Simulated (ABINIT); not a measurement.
# MgO (Fm-3m): G0W0 on several meshes in ABINIT, part 2 of 2

Wanted: mesh dependence and cost of G0W0 for MgO (Fm-3m).

ABINIT 10.8.3; LDA and many-body steps on it, plane waves. Known limits of the many-body steps: not at the basis limit.

So far. Step 4 (6×6×6): The gap on the mesh goes from 4.82 eV to 7.51 eV, a correction of +2.70 eV. Step 5 (Empty states on the mesh, 8×8×8 mesh, 108 bands): On this mesh the gap is 4.817 eV.

**7. 8×8×8**

This step: G0W0 on LDA, plane waves, norm-conserving pseudopotentials.

run.abi reads:

```
acell 3*1.0 Angstrom
rprim 
  -0.000000000000 2.097001392700 2.097001392700
  2.097001392700 -0.000000000000 2.097001392700
  2.097001392700 2.097001392700 -0.000000000000
ntypat 2
znucl 12 8
natom 2
typat 1 2
xred 
  0.000000000000 0.000000000000 0.000000000000
  0.500000000000 0.500000000000 0.500000000000
pp_dirpath "pseudos"
pseudos "Mg.upf, O.upf"
ecut 38
ngkpt 8 8 8
nshiftk 1
shiftk 0 0 0
kptopt 1
chksymbreak 0
istwfk *1
occopt 1
irdwfk 1
optdriver 4
nband 100
gwcalctyp 0
ecutsigx 38
symsigma 1
nkptgw 3
kptgw 
  0.0000000000 0.0000000000 0.0000000000
  0.5000000000 0.0000000000 0.0000000000
  0.5000000000 0.5000000000 0.0000000000
bdgw 
  6 12
  7 10
  7 10
ecuteps 7.48
irdscr 1
ppmodel 1
indata_prefix "in"
outdata_prefix "out"
tmpdata_prefix "tmp"
```

The run is started by

```bash
$ OMP_NUM_THREADS=1 mpirun -n 4 abinit run.abi > log
```

The program printed:

```text
.Version 10.8.3 of ABINIT. v10.8.2 released Aug 2026.

 Symmetries : space group Fm -3 m (#225); Bravais cF (face-center cubic)
[... echo of the input left out ...]
== DATASET  1 ==================================================================
-   mpi_nproc: 4, omp_nthreads: 1 (-1 if OMP is not activated)

--- !DatasetInfo
iteration_state: {dtset: 1, }
dimensions: {natom: 2, nkpt: 29, mband: 100, nsppol: 1, nspinor: 1, nspden: 1, mpw: 1411, }
cutoff_energies: {ecut:  38.0, pawecutdg:  -1.0, }
electrons: {nelect:   1.60000000E+01, charge:   0.00000000E+00, occopt:   1.00000000E+00, tsmear:   1.00000000E-02, }

 SIGMA: Calculation of the GW corrections

 Based on a program developped by R.W. Godby, V. Olevano, G. Onida, and L. Reining.
 Incorporated in ABINIT by V. Olevano, G.-M. Rignanese, and M. Torrent.
.Using double precision arithmetic ; gwpc =  8

[... cell and pseudopotentials left out ...]
--------------------------------------------------------------------------------

 ==== K-mesh for the wavefunctions ====
 Number of points in the irreducible wedge :    29
[... list of points left out ...]
 Together with 48 symmetry operations and time-reversal symmetry
 yields   512 points in the full Brillouin Zone.

 ==== Q-mesh for screening function ====
 Number of points in the irreducible wedge :    29
[... list of points left out ...]
 Together with 48 symmetry operations and time-reversal symmetry
 yields   512 points in the full Brillouin Zone.

 vcoul_init : cutoff-mode = AUXILIARY_FUNCTION
 q-points for optical limit:   1
     1)      0.000010    0.000020    0.000030
 setmesh: FFT mesh size selected  =    32x   32x   32
          total number of points  =        32768

 Number of electrons calculated from density =   16.0000; Expected =   16.0000
[...]
number of plane-waves for wavefunctions          1411
 number of bands                                   100
 number of q-points in IBZ                          29
 number of frequencies                               2
 number of real frequencies                          1
 number of imag frequencies                          1

 matrix elements of self-energy operator (all in [eV])

 Perturbative Calculation

--- !SelfEnergy_ee
iteration_state: {dtset: 1, }
kpoint     : [   0.000,    0.000,    0.000, ]
spin       : 1
KS_gap     :    4.817
QP_gap     :    7.502
Delta_QP_KS:    2.685
data: !SigmaeeData |
     Band     E0 <VxcDFT>   SigX SigC(E0)      Z dSigC/dE  Sig(E)    E-E0       E
        6   4.459 -19.926 -25.542   3.784   0.807  -0.239 -21.404  -1.478   2.981
        7   4.459 -19.926 -25.542   3.784   0.807  -0.239 -21.404  -1.478   2.981
        8   4.459 -19.926 -25.542   3.784   0.807  -0.239 -21.404  -1.478   2.981
[...]
--- !SelfEnergy_ee
iteration_state: {dtset: 1, }
kpoint     : [   0.500,    0.000,    0.000, ]
spin       : 1
KS_gap     :    8.519
QP_gap     :   11.510
Delta_QP_KS:    2.991
data: !SigmaeeData |
     Band     E0 <VxcDFT>   SigX SigC(E0)      Z dSigC/dE  Sig(E)    E-E0       E
[...]
--- !SelfEnergy_ee
iteration_state: {dtset: 1, }
kpoint     : [   0.500,    0.500,    0.000, ]
spin       : 1
KS_gap     :   10.397
QP_gap     :   13.326
Delta_QP_KS:    2.929
data: !SigmaeeData |
     Band     E0 <VxcDFT>   SigX SigC(E0)      Z dSigC/dE  Sig(E)    E-E0       E
[...]
9  13.481  -9.564  -3.976  -4.124   0.872  -0.147  -8.287   1.277  14.758
       10  14.329 -12.840  -6.562  -4.367   0.866  -0.155 -11.187   1.654  15.983

== END DATASET(S) ==============================================================
================================================================================

 -outvars: echo values of variables after computation  --------
           etotal      0.0000000000E+00
            nband         100
             nkpt          29
          spgroup         225
 [... the other variables as echoed above ...]

 Calculation completed.
```

It took 13 s on 4 MPI ranks of Arm Neoverse V2, shared host; peak memory 1.2 GiB; 52 s of CPU time.

This step gave:

- G0W0 gap on the points computed: 7.502 eV
- starting gap on the mesh: 4.817 eV
- k of the valence top: 0, 0, 0
- k of the conduction bottom: 0, 0, 0
- Z at the valence top: 0.807
- Z at the conduction bottom: 0.853
- least direct G0W0 gap on the computed points: 7.502 eV

Against G0W0 in ABINIT (6×6×6 mesh, 100 bands, screening to 203.5 eV, Godby-Needs plasmon pole), the gap moves by −0.010 eV.

**8. Empty states on the mesh, 10×10×10 mesh, 108 bands**

This step: DFT, LDA, plane waves, norm-conserving pseudopotentials.

run.abi reads:

```
acell 3*1.0 Angstrom
rprim 
  -0.000000000000 2.097001392700 2.097001392700
  2.097001392700 -0.000000000000 2.097001392700
  2.097001392700 2.097001392700 -0.000000000000
ntypat 2
znucl 12 8
natom 2
typat 1 2
xred 
  0.000000000000 0.000000000000 0.000000000000
  0.500000000000 0.500000000000 0.500000000000
pp_dirpath "pseudos"
pseudos "Mg.upf, O.upf"
ecut 38
ngkpt 10 10 10
nshiftk 1
shiftk 0 0 0
kptopt 1
chksymbreak 0
irdden 1
istwfk *1
nband 108
prtvol 0
optdriver 6
gwr_task "HDIAGO"
paral_kgb 0
occopt 1
indata_prefix "in"
outdata_prefix "out"
tmpdata_prefix "tmp"
```

The program printed:

```text
[banner, memory and clock lines left out]
.Version 10.8.3 of ABINIT. v10.8.2 released Aug 2026.

 Symmetries : space group Fm -3 m (#225); Bravais cF (face-center cubic)
[... echo of the input left out ...]
== DATASET  1 ==================================================================
-   mpi_nproc: 4, omp_nthreads: 1 (-1 if OMP is not activated)

--- !DatasetInfo
iteration_state: {dtset: 1, }
dimensions: {natom: 2, nkpt: 47, mband: 108, nsppol: 1, nspinor: 1, nspden: 1, mpw: 1411, }
cutoff_energies: {ecut:  38.0, pawecutdg:  -1.0, }
[...]
Integrated=    1.6000E+01

 === KS gaps after direct diagonalization ===
 Direct band gap semiconductor
 Fundamental gap:     4.817 (eV)
   VBM:     4.459 (eV) at k: [ 0.0000E+00,  0.0000E+00,  0.0000E+00]
   CBM:     9.275 (eV) at k: [ 0.0000E+00,  0.0000E+00,  0.0000E+00]
 Direct gap:         4.817 (eV) at k: [ 0.0000E+00,  0.0000E+00,  0.0000E+00]

== END DATASET(S) ==============================================================

 -outvars: echo values of variables after computation  --------
           etotal      0.0000000000E+00
            nband         108
             nkpt          47
          spgroup         225
 [... the other variables as echoed above ...]

 Calculation completed.
```

The job ended after 26 s (4 MPI ranks; peak memory 0.69 GiB; 1.7 min of CPU time).

This step gave:

* gap: 4.817 eV
* k of the valence top: 0, 0, 0
* k of the conduction bottom: 0, 0, 0
* least direct gap: 4.817 eV
* k points computed: 47
* lowest point of the top converged band, above the valence top: 153.3222 eV

On this mesh the gap is 4.817 eV.

**9. Screening, 10×10×10 mesh, 100 bands, screening to 203.5 eV**

This step: RPA screening on LDA, plane waves, norm-conserving pseudopotentials.

Edit run.abi of step 8 so:

```diff
@@ -20,10 +20,11 @@
 chksymbreak 0
-irdden 1
 istwfk *1
-nband 108
-prtvol 0
-optdriver 6
-gwr_task "HDIAGO"
-paral_kgb 0
 occopt 1
+irdwfk 1
+optdriver 3
+nband 100
+ecuteps 7.48
+inclvkb 2
+awtr 1
+symchi 1
 indata_prefix "in"
```

The program printed:

```text
.Version 10.8.3 of ABINIT. v10.8.2 released Aug 2026.

 Symmetries : space group Fm -3 m (#225); Bravais cF (face-center cubic)
[... echo of the input left out ...]
== DATASET  1 ==================================================================
-   mpi_nproc: 4, omp_nthreads: 1 (-1 if OMP is not activated)

--- !DatasetInfo
iteration_state: {dtset: 1, }
dimensions: {natom: 2, nkpt: 47, mband: 100, nsppol: 1, nspinor: 1, nspden: 1, mpw: 1411, }
cutoff_energies: {ecut:  38.0, pawecutdg:  -1.0, }
[...]
--------------------------------------------------------------------------------
[... chi0 elements left out ...]
 For q-point:  0.000010 0.000020 0.000030
  dielectric constant =   3.0765
  dielectric constant without local fields =   3.2943

  Average fulfillment of the sum rule on Im[epsilon] for q-point    1 :     74.16  [%]
[... wings left out ...]
  q-point number  2        q = ( 0.100000, 0.000000, 0.000000) [r.l.u.]
--------------------------------------------------------------------------------
[... chi0 elements left out ...]
  Average fulfillment of the sum rule on Im[epsilon] for q-point    2 :     89.27  [%]

 [... 45 further q-points ...]
```

The job ended after 14 min (4 MPI ranks; peak memory 2 GiB; 57 min of CPU time).

This step gave:

- ε∞ with local fields, on this mesh, along the program's q direction: 3.076
- the same without local fields: 3.294
- plasma frequency: 34.59 eV
- plane waves in the screening matrix: 113

**10. 10×10×10**

This step: G0W0 on LDA, plane waves, norm-conserving pseudopotentials.

Edit run.abi of step 9 so:

```diff
@@ -23,8 +23,19 @@
 irdwfk 1
-optdriver 3
+optdriver 4
 nband 100
+gwcalctyp 0
+ecutsigx 38
+symsigma 1
+nkptgw 3
+kptgw 
+  0.0000000000 0.0000000000 0.0000000000
+  0.5000000000 0.0000000000 0.0000000000
+  0.5000000000 0.5000000000 0.0000000000
+bdgw 
+  6 12
+  7 10
+  7 10
 ecuteps 7.48
-inclvkb 2
-awtr 1
-symchi 1
+irdscr 1
+ppmodel 1
 indata_prefix "in"
```

The program printed:

```text
.Version 10.8.3 of ABINIT. v10.8.2 released Aug 2026.

 Symmetries : space group Fm -3 m (#225); Bravais cF (face-center cubic)
[... echo of the input left out ...]
== DATASET  1 ==================================================================
-   mpi_nproc: 4, omp_nthreads: 1 (-1 if OMP is not activated)

--- !DatasetInfo
iteration_state: {dtset: 1, }
dimensions: {natom: 2, nkpt: 47, mband: 100, nsppol: 1, nspinor: 1, nspden: 1, mpw: 1411, }
cutoff_energies: {ecut:  38.0, pawecutdg:  -1.0, }
[...]
Band     E0 <VxcDFT>   SigX SigC(E0)      Z dSigC/dE  Sig(E)    E-E0       E
[...]
9  13.481  -9.564  -3.981  -4.121   0.872  -0.147  -8.289   1.275  14.756
       10  14.329 -12.840  -6.566  -4.366   0.866  -0.155 -11.188   1.652  15.982

== END DATASET(S) ==============================================================
================================================================================

 -outvars: echo values of variables after computation  --------
           etotal      0.0000000000E+00
            nband         100
             nkpt          47
          spgroup         225
 [... the other variables as echoed above ...]

 Calculation completed.
```

Run time: 22 s. Hardware: 4 MPI ranks; peak memory 1.7 GiB.

This step gave:

```
G0W0 gap on the points computed              : 7.498 eV
starting gap on the mesh                     : 4.817 eV
k of the valence top                         : 0, 0, 0
k of the conduction bottom                   : 0, 0, 0
least direct G0W0 gap on the computed points : 7.498 eV
```

Against G0W0 in ABINIT (6×6×6 mesh, 100 bands, screening to 203.5 eV, Godby-Needs plasmon pole), the gap moves by −0.014 eV.

**11. The runs together**

Times are wall times on 4 MPI ranks of Arm Neoverse V2, shared host, good to a factor of about two. A run's time includes the screening step that it read.

| run | mesh | bands | screening cutoff (eV) | DFT gap (eV) | gap on the mesh (eV) | direct (eV) | ε∞ used | time |
| --- | --- | --- | --- | --- | --- | --- | --- | --- |
| 6×6×6 | 6×6×6 | 100 | 203.5 | 4.817 | 7.512 | 7.512 | 3.09 | 60 s |
| 8×8×8 | 8×8×8 | 100 | 203.5 | 4.817 | 7.502 | 7.502 | 3.08 | 4.1 min |
| 10×10×10 | 10×10×10 | 100 | 203.5 | 4.817 | 7.498 | 7.498 | 3.08 | 15 min |

**12. What came out**

| Property | Result |
| --- | --- |
| 6×6×6 | 7.512 eV |
| 8×8×8 | 7.502 eV |
| 10×10×10 | 7.498 eV |
| known limits | not at the basis limit |

What this shows: 8×8×8: −0.010 eV against 6×6×6. 10×10×10: −0.014 eV against 6×6×6. Bands and cutoff are finite, so the gap is not at the basis limit. The miss can reach some tenths of an eV and take either sign; the mesh is an error of its own. In the G0W0 runs levels were corrected at 3 k points alone, so a gap called «on the mesh» is the least over those, and an edge elsewhere would be missed.

[Paths, hosts, dates, memory and timing lines, banners, echoed tables and standing remarks are left out of the program output.]

[Logs are printed without paths, hosts, clocks, repeated set-up lines and the standing remarks that a program may print on its own settings, such as how far it seeks lower states.]

[Runs of the session that timed out or met a known fault of the program may be left out.]

[Hosts, paths, dates, database ids (printed as entryN), source tags and the programs' standing remarks are cut or masked in the printed files.]

[G0W0 gaps are taken among the corrected bands and points alone; a level outside them can change the order at an edge.]

[Where Ansatz stands beside ABINIT at settings called matched, ABINIT's density can come from a denser mesh and the files from another edition; pairs whose starting gaps differed by over 0.03 eV were left out, so agreement reads better than it is.]
